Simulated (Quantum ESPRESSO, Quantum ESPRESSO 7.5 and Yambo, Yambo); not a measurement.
**AlN (F-43m): dielectric function and energy loss**

Aim: the dielectric function and the loss function of AlN (F-43m), with and without local fields.

Main program and level: Quantum ESPRESSO 7.5 and Yambo 5.3.0; PBE and many-body steps on it, plane waves.

## Step 1: Set-up

The structure is cubic, space group F-43m (No. 216). Conventional cell: a = 4.368 Å, b = 4.368 Å, c = 4.368 Å, α = 90.00°, β = 90.00°, γ = 90.00°. Nearest to Al lie 4 N at 1.89 Å. Nearest to N lie 4 Al at 1.89 Å. Farther neighbours and most contacts between anions are not listed.

The cell and positions are those that the Materials Project relaxed with its own functionals (PBE, PBE+U or r2SCAN), kept fixed. This is not the form that AlN usually takes at ambient conditions.

## Step 2: Empty states on the mesh, 8×8×8 mesh, 23 bands

This step: Quantum ESPRESSO 7.5; DFT, PBE, plane waves, norm-conserving pseudopotentials.

The sums over transitions need many empty states on a uniform mesh; this step solves for them.

Input file pw.in:

```
&control
  calculation = 'nscf'
  prefix = 'x'
  outdir = 'o'
  pseudo_dir = 'pseudo'
/
&system
  ibrav = 0
  nat = 2
  ntyp = 2
  ecutwfc = 72.0
  nbnd = 23
  force_symmorphic = .true.
/
&electrons
  conv_thr = 1e-9
  electron_maxstep = 80
  diago_full_acc = .true.
  diago_thr_init = 5e-6
/
ATOMIC_SPECIES
  Al 26.982 Al.upf
  N 14.007 N.upf
CELL_PARAMETERS angstrom
  -0.0000000000 2.1839935596 2.1839935596
  2.1839935596 -0.0000000000 2.1839935596
  2.1839935596 2.1839935596 -0.0000000000
ATOMIC_POSITIONS crystal
  Al 0.0000000000 0.0000000000 0.0000000000
  N 0.7500000000 0.7500000000 0.7500000000
K_POINTS automatic
  8 8 8 0 0 0
```

Started as:

```sh
OMP_NUM_THREADS=1 mpirun -n 4 pw.x -nk 4 -in pw.in > pw.out
```

The program printed:

```text
Program PWSCF v.7.5 starts

     This program is part of the open-source Quantum ESPRESSO suite
     for quantum simulation of materials; please cite
         "P. Giannozzi et al., J. Phys.:Condens. Matter 21 395502 (2009);
         "P. Giannozzi et al., J. Phys.:Condens. Matter 29 465901 (2017);
         "P. Giannozzi et al., J. Chem. Phys. 152 154105 (2020);
     in publications or presentations arising from this work. More details at

     Atomic positions and unit cell read from directory:
     o/x.save/

     Message from routine setup:
[...]
k = 0.1768 0.1768-0.1768 (  1447 PWs)   bands (ev):

    -7.1599   3.6989   6.7011   6.7011  13.4084  17.9339  19.3059  19.3059
    23.2695  23.2695  24.1996  31.5170  31.5170  32.7009  37.1789  40.0777
    40.2220  40.2220  45.3641  45.3641  51.5272  53.4876  53.4876

          k = 0.2652 0.2652-0.2652 (  1441 PWs)   bands (ev):

     [... further k-points ...]

     highest occupied, lowest unoccupied level (ev):     6.9566   10.2814

     XML data file, pseudopotentials, collected wavefunctions

=------------------------------------------------------------------------------=
   JOB DONE.
=------------------------------------------------------------------------------=
```

Wall time 2 s (4 MPI ranks of Arm Neoverse V1, shared host); peak memory 0.05 GiB; 7.6 s of CPU time.

Numbers from this step:

* gap: 3.325 eV
* k of the valence top: 0, 0, 0
* k of the conduction bottom: 0, -0.5, -0.5
* least direct gap: 4.192 eV
* k points computed: 29
* lowest point of the top converged band, above the valence top: 43.39 eV

On this mesh the gap is 3.325 eV.

The density comes from a self-consistent run that is not shown.

## Step 3: Conversion and set-up

This step: Yambo 5.3.0; conversion and set-up on PBE, plane waves, norm-conserving pseudopotentials.

The states are converted to the many-body program's format and the q mesh is built.

Started as:

```sh
(cd o/x.save; p2y > p2y.log; mv SAVE ../..); yambo > setup.log
```

The program printed:

```text
 Yambo, version 5.3.0

 [02] CORE Variables Setup
 =========================

  [02.01] Unit cells
  ==================

  Cell kind             :  FCC
  Atoms in the cell     :  Al  N
  number of Al atoms    :  1
  number of N  atoms    :  1

  List of atomic masses
  Mass of Al    :  26.98200
  Mass of N     :  14.00700

  List of atomic coordinates    : [cc]
  Al1       :  0.000000  0.000000  0.000000  order 1
  N1       :  6.190725  6.190725  6.190725  order 2

  Alat factors          :  4.127150  4.127150  4.127150 [a.u.]
  Direct lattice volume :  140.5985 [a.u.]
[...]
Q [ 1]         [rlu]:  0.000000  0.000000  0.000000
 Q [ 2]         [rlu]: -0.26489E-17 -0.26489E-17  0.12500
 Q [ 3]         [rlu]: -0.52978E-17 -0.52978E-17  0.25000
[...]
Q [ 8]         [rlu]: -0.23529E-16  0.12500      0.37500
 Q [ 9]         [rlu]: -0.52269E-17  0.12500      0.50000
 Q [10]         [rlu]:  0.10596E-16  0.12500     -0.37500
     [... 17 further rows ...]
 Q [28]         [rlu]:  0.125000 -0.500000 -0.375000
 Q [29]         [rlu]:  0.250000 -0.500000 -0.250000

  [03.01] X indexes
  =================

   [03.01.01] Sigma indexes
   ========================

 [06] Game Over & Game summary
```

Elapsed: 2.4 s, on 1 MPI rank; peak memory 0.24 GiB.

## Step 4: RPA response with local fields

The response function is computed on a frequency grid, with local fields up to the given cutoff.

This step: RPA response with local fields on PBE, plane waves, norm-conserving pseudopotentials.

Input file optics1.in:

```
optics
chi
dipoles
Chimod= "HARTREE"
% QpntsRXd
 1 | 4 |
%
% BndsRnXd
 1 | 23 |
%
NGsBlkXd= 3 Ry
% EnRngeXd
 0 | 30 | eV
%
% DmRngeXd
 0.2 | 0.2 | eV
%
ETStpsXd= 301
% LongDrXd
 1 | 0 | 0 |
%
```

Started as:

```sh
OMP_NUM_THREADS=1 mpirun -n 4 yambo -F optics1.in -J optics1 -C optics1 > optics1.log
```

The program printed:

```text
 Yambo, version 5.3.0

 [02] CORE Variables Setup
 =========================

  [... cell, symmetries and grids as in the set-up ...]

  [02.05] Energies & Occupations
  ==============================

  [X] === General ===
  [X] Electronic Temperature                        :  0.000000  0.000000 [eV K]
  [X] Bosonic    Temperature                        :  0.000000  0.000000 [eV K]
  [X] Finite Temperature mode                       : no
  [X] El. density                                   :  0.38398E+24 [cm-3]
  [X] Fermi Level                                   :  6.956595 [eV]

  [X] === Gaps and Widths ===
  [X] Conduction Band Min                           :  3.324803 [eV]
  [X] Valence Band Max                              :  0.000000 [eV]
  [X] Filled Bands                                  :   4
  [X] Empty Bands                                   :   5  23
  [X] Direct Gap                                    :  4.192069 [eV]
  [X] Direct Gap localized at k                     :  1
  [X] Indirect Gap                                  :  3.324803 [eV]
  [X] Indirect Gap between kpts                     :   1  21
  [X] Last valence band width                       :  2.697223 [eV]
  [X] 1st conduction band width                     :  4.629370 [eV]

 [03] Transferred momenta grid and indexing
 ==========================================

 IBZ Q-points                                      :  29
 BZ  Q-points                                      :   512

 K/Q-points units:
 rlu = crystal or reduced units; cc = cartesian coordinates; iku = interal k-units

 Q [ 1]         [rlu]:  0.000000  0.000000  0.000000
 Q [ 2]         [rlu]: -0.26489E-17 -0.26489E-17  0.12500
 Q [ 3]         [rlu]: -0.52978E-17 -0.52978E-17  0.25000
 Q [ 4]         [rlu]: -0.12300E-16 -0.12300E-16  0.37500
 Q [ 5]         [rlu]:  0.10596E-16  0.10596E-16 -0.50000
 Q [ 6]         [rlu]:  0.99725E-17  0.12500      0.12500
 Q [ 7]         [rlu]: -0.26489E-17  0.12500      0.25000
 Q [ 8]         [rlu]: -0.23529E-16  0.12500      0.37500
 Q [ 9]         [rlu]: -0.52269E-17  0.12500      0.50000
 Q [10]         [rlu]:  0.10596E-16  0.12500     -0.37500
     [... 17 further rows ...]
 Q [28]         [rlu]:  0.125000 -0.500000 -0.375000
 Q [29]         [rlu]:  0.250000 -0.500000 -0.250000

 [04] Dipoles
 ============

  [04.01] Setup: observables and procedures
  =========================================

  [WARNING] [r,Vnl^pseudo] included in position and velocity dipoles.

  [WARNING] In case H contains other non local terms, these are neglected

 [05] Optics
 ===========

 [08] Game Over & Game summary
```

Run time: 9.9 s. Hardware: 4 MPI ranks; peak memory 1.1 GiB.

Numbers from this step:

* ε at zero frequency: 4.350
* the same without local fields: 4.694
* loss peak: 22.1 eV

The static value is 4.35.

The ε₂ has structure finer than the step of the table below, so its rows give means over 1 eV, whole bins alone (the curve runs from 0 to 30 eV). Peaks (eV: height): HARTREE 5.8: 4.15, 7.0: 7.76, 7.6: 7.13, 9.3: 4.27, 10.6: 5.58, 12.4: 5.20; no local fields 5.8: 4.69, 6.9: 8.60, 7.6: 7.73, 9.3: 4.85, 10.6: 6.42, 12.3: 6.67.

Broadening 0.2 eV; field along x. Table of ε₂ by energy; means over each step:

| energy (eV) | HARTREE | no local fields |
| --- | --- | --- |
| 1 | 0.0802 | 0.0919 |
| 2 | 0.0969 | 0.110 |
| 3 | 0.144 | 0.162 |
| 4 | 0.441 | 0.474 |
| 5 | 1.52 | 1.68 |
| 6 | 3.14 | 3.60 |
| 7 | 6.07 | 6.81 |
| 8 | 5.95 | 6.39 |
| 9 | 3.64 | 4.18 |
| 10 | 3.71 | 4.25 |
| 11 | 4.14 | 5.19 |
| 12 | 4.29 | 5.80 |
| 13 | 3.99 | 4.35 |
| 14 | 3.37 | 3.10 |
| 15 | 2.45 | 2.02 |
| 16 | 1.52 | 1.27 |
| 17 | 1.06 | 0.863 |
| 18 | 0.696 | 0.594 |
| 19 | 0.617 | 0.506 |
| 20 | 0.407 | 0.361 |
| 21 | 0.382 | 0.343 |
| 22 | 0.282 | 0.254 |
| 23 | 0.263 | 0.257 |
| 24 | 0.282 | 0.274 |
| 25 | 0.284 | 0.302 |
| 26 | 0.272 | 0.305 |
| 27 | 0.184 | 0.221 |
| 28 | 0.242 | 0.307 |
| 29 | 0.193 | 0.262 |

The loss function, HARTREE has structure finer than the step of the table below, so its rows give means over 1 eV, whole bins alone (the curve runs from 0 to 30 eV). Peaks (eV: height): 20.4: 2.77, 22.1: 3.14.

Broadening 0.2 eV; field along x. Table of loss function, HARTREE by energy loss; means over each step:

| energy loss (eV) | loss function, HARTREE |
| --- | --- |
| 1 | 0.00413 |
| 2 | 0.00461 |
| 3 | 0.00584 |
| 4 | 0.0136 |
| 5 | 0.0311 |
| 6 | 0.0617 |
| 7 | 0.0914 |
| 8 | 0.156 |
| 9 | 0.231 |
| 10 | 0.201 |
| 11 | 0.227 |
| 12 | 0.220 |
| 13 | 0.251 |
| 14 | 0.272 |
| 15 | 0.320 |
| 16 | 0.419 |
| 17 | 0.487 |
| 18 | 0.961 |
| 19 | 1.15 |
| 20 | 2.14 |
| 21 | 2.63 |
| 22 | 2.89 |
| 23 | 1.80 |
| 24 | 1.35 |
| 25 | 1.13 |
| 26 | 1.08 |
| 27 | 0.707 |
| 28 | 0.696 |
| 29 | 0.542 |

The Im eps has structure finer than the step of the table below, so its rows give means over 1 eV, whole bins alone (the curve runs from 0 to 30 eV). Peaks (eV: height): HARTREE 8.0: 6.27, 10.2: 5.03, 13.1: 4.56; no local fields 8.0: 6.88, 10.1: 5.50, 12.1: 5.73.

Broadening 0.2 eV; momentum transfer q number 2. Table of Im eps by energy; means over each step:

| energy (eV) | HARTREE | no local fields |
| --- | --- | --- |
| 1 | 0.0654 | 0.0776 |
| 2 | 0.0763 | 0.0904 |
| 3 | 0.102 | 0.120 |
| 4 | 0.171 | 0.204 |
| 5 | 0.783 | 0.938 |
| 6 | 2.51 | 3.08 |
| 7 | 4.41 | 5.23 |
| 8 | 5.51 | 6.08 |
| 9 | 3.82 | 4.29 |
| 10 | 3.91 | 4.38 |
| 11 | 3.91 | 4.90 |
| 12 | 4.10 | 5.39 |
| 13 | 4.24 | 4.77 |
| 14 | 3.42 | 3.13 |
| 15 | 2.48 | 2.09 |
| 16 | 1.72 | 1.45 |
| 17 | 1.19 | 0.994 |
| 18 | 0.799 | 0.690 |
| 19 | 0.626 | 0.524 |
| 20 | 0.507 | 0.471 |
| 21 | 0.408 | 0.374 |
| 22 | 0.349 | 0.323 |
| 23 | 0.299 | 0.286 |
| 24 | 0.281 | 0.282 |
| 25 | 0.324 | 0.337 |
| 26 | 0.268 | 0.298 |
| 27 | 0.223 | 0.287 |
| 28 | 0.234 | 0.320 |
| 29 | 0.224 | 0.298 |

Broadening 0.2 eV; momentum transfer q number 2. Table of -Im 1/eps, HARTREE by energy loss; read off at these points:

| energy loss (eV) | -Im 1/eps, HARTREE |
| --- | --- |
| 0.0 | 0.00390 |
| 1.0 | 0.00401 |
| 2.0 | 0.00439 |
| 3.0 | 0.00516 |
| 4.0 | 0.00688 |
| 5.0 | 0.0163 |
| 6.0 | 0.0464 |
| 7.0 | 0.0915 |
| 8.0 | 0.122 |
| 9.0 | 0.213 |
| 10.0 | 0.154 |
| 11.0 | 0.200 |
| 12.0 | 0.208 |
| 13.0 | 0.222 |
| 14.0 | 0.276 |
| 15.0 | 0.315 |
| 16.0 | 0.428 |
| 17.0 | 0.515 |
| 18.0 | 0.889 |
| 19.0 | 1.000 |
| 20.0 | 1.87 |
| 21.0 | 2.55 |
| 21.4 | 2.63 |
| 22.0 | 2.74 |
| 23.0 | 1.94 |
| 24.0 | 1.22 |
| 25.0 | 1.28 |
| 26.0 | 1.12 |
| 27.0 | 0.734 |
| 28.0 | 0.709 |
| 29.0 | 0.609 |
| 30.0 | 0.501 |

The Im eps has structure finer than the step of the table below, so its rows give means over 1 eV, whole bins alone (the curve runs from 0 to 30 eV). Peaks (eV: height): HARTREE 7.7: 3.67, 8.8: 4.40, 10.6: 4.15, 13.2: 4.93; no local fields 7.7: 4.57, 8.7: 5.43, 10.6: 4.72, 12.8: 5.80.

Broadening 0.2 eV; momentum transfer q number 3. Im eps against energy; means over each step:

| energy (eV) | HARTREE | no local fields |
| --- | --- | --- |
| 1 | 0.0422 | 0.0538 |
| 2 | 0.0472 | 0.0605 |
| 3 | 0.0578 | 0.0748 |
| 4 | 0.0813 | 0.107 |
| 5 | 0.172 | 0.239 |
| 6 | 0.744 | 1.13 |
| 7 | 1.78 | 2.64 |
| 8 | 3.18 | 4.16 |
| 9 | 3.71 | 4.38 |
| 10 | 3.45 | 4.07 |
| 11 | 3.62 | 4.15 |
| 12 | 3.35 | 4.41 |
| 13 | 4.48 | 5.42 |
| 14 | 3.79 | 3.58 |
| 15 | 2.81 | 2.20 |
| 16 | 1.91 | 1.60 |
| 17 | 1.56 | 1.37 |
| 18 | 1.10 | 0.945 |
| 19 | 0.773 | 0.687 |
| 20 | 0.703 | 0.688 |
| 21 | 0.567 | 0.530 |
| 22 | 0.444 | 0.433 |
| 23 | 0.412 | 0.391 |
| 24 | 0.337 | 0.335 |
| 25 | 0.401 | 0.422 |
| 26 | 0.360 | 0.420 |
| 27 | 0.283 | 0.413 |
| 28 | 0.297 | 0.415 |
| 29 | 0.276 | 0.315 |

## Step 5: Independent-particle response

This step: independent-particle response on PBE, plane waves, norm-conserving pseudopotentials.

Input file optics2.in:

```
optics
chi
dipoles
Chimod= "IP"
% QpntsRXd
 1 | 1 |
%
% BndsRnXd
 1 | 23 |
%
NGsBlkXd= 1 RL
% EnRngeXd
 0 | 30 | eV
%
% DmRngeXd
 0.2 | 0.2 | eV
%
ETStpsXd= 301
% LongDrXd
 1 | 0 | 0 |
%
```

Started as:

```sh
OMP_NUM_THREADS=1 mpirun -n 4 yambo -F optics2.in -J optics2 -C optics2 > optics2.log
```

The program printed:

```text
 Yambo, version 5.3.0

 [02] CORE Variables Setup
 =========================

  [... cell, symmetries and grids as in the set-up ...]

  [02.05] Energies & Occupations
  ==============================

  [X] === General ===
  [X] Electronic Temperature                        :  0.000000  0.000000 [eV K]
  [X] Bosonic    Temperature                        :  0.000000  0.000000 [eV K]
  [X] Finite Temperature mode                       : no
  [X] El. density                                   :  0.38398E+24 [cm-3]
  [X] Fermi Level                                   :  6.956595 [eV]

  [X] === Gaps and Widths ===
  [X] Conduction Band Min                           :  3.324803 [eV]
  [X] Valence Band Max                              :  0.000000 [eV]
  [X] Filled Bands                                  :   4
  [X] Empty Bands                                   :   5  23
  [X] Direct Gap                                    :  4.192069 [eV]
  [X] Direct Gap localized at k                     :  1
  [X] Indirect Gap                                  :  3.324803 [eV]
  [X] Indirect Gap between kpts                     :   1  21
  [X] Last valence band width                       :  2.697223 [eV]
  [X] 1st conduction band width                     :  4.629370 [eV]

 [03] Transferred momenta grid and indexing
 ==========================================

 IBZ Q-points                                      :  29
 BZ  Q-points                                      :   512

 K/Q-points units:
 rlu = crystal or reduced units; cc = cartesian coordinates; iku = interal k-units

 Q [ 1]         [rlu]:  0.000000  0.000000  0.000000
 Q [ 2]         [rlu]: -0.26489E-17 -0.26489E-17  0.12500
 Q [ 3]         [rlu]: -0.52978E-17 -0.52978E-17  0.25000
[...]
Q [ 8]         [rlu]: -0.23529E-16  0.12500      0.37500
 Q [ 9]         [rlu]: -0.52269E-17  0.12500      0.50000
 Q [10]         [rlu]:  0.10596E-16  0.12500     -0.37500
     [... 17 further rows ...]
 Q [28]         [rlu]:  0.125000 -0.500000 -0.375000
 Q [29]         [rlu]:  0.250000 -0.500000 -0.250000

 [04] Dipoles
 ============

  [04.01] Setup: observables and procedures
  =========================================

  [WARNING] [r,Vnl^pseudo] included in position and velocity dipoles.

  [WARNING] In case H contains other non local terms, these are neglected

 [05] Optics
 ===========

 [08] Game Over & Game summary
```

It took 2.2 s on 4 MPI ranks; peak memory 0.98 GiB; 4.4 s of CPU time.

Numbers from this step:

```
ε at zero frequency : 4.694
loss peak           : 22 eV
```

The static value is 4.69.

The ε₂, IP has structure finer than the step of the table below, so its rows give means over 1 eV, whole bins alone (the curve runs from 0 to 30 eV). Peaks (eV: height): 5.8: 4.69, 6.9: 8.60, 7.6: 7.73, 9.3: 4.85, 10.6: 6.42, 12.3: 6.67.

Broadening 0.2 eV; field along x. ε₂, IP against energy; means over each step:

| energy (eV) | ε₂, IP |
| --- | --- |
| 1 | 0.0919 |
| 2 | 0.110 |
| 3 | 0.162 |
| 4 | 0.474 |
| 5 | 1.68 |
| 6 | 3.60 |
| 7 | 6.81 |
| 8 | 6.39 |
| 9 | 4.18 |
| 10 | 4.25 |
| 11 | 5.19 |
| 12 | 5.80 |
| 13 | 4.35 |
| 14 | 3.10 |
| 15 | 2.02 |
| 16 | 1.27 |
| 17 | 0.863 |
| 18 | 0.594 |
| 19 | 0.506 |
| 20 | 0.361 |
| 21 | 0.343 |
| 22 | 0.254 |
| 23 | 0.257 |
| 24 | 0.274 |
| 25 | 0.302 |
| 26 | 0.305 |
| 27 | 0.221 |
| 28 | 0.307 |
| 29 | 0.262 |

(Continued in part 2 of 3.)

[Paths, hosts, dates, memory and timing lines, banners, echoed tables and standing remarks are left out of the program output.]

[Logs are printed without paths, hosts, clocks, repeated set-up lines and the standing remarks that a program may print on its own settings, such as how far it seeks lower states.]

[Runs of the session that timed out or met a known fault of the program may be left out.]

[Hosts, paths, dates, database ids (printed as entryN), source tags and the programs' standing remarks are cut or masked in the printed files.]
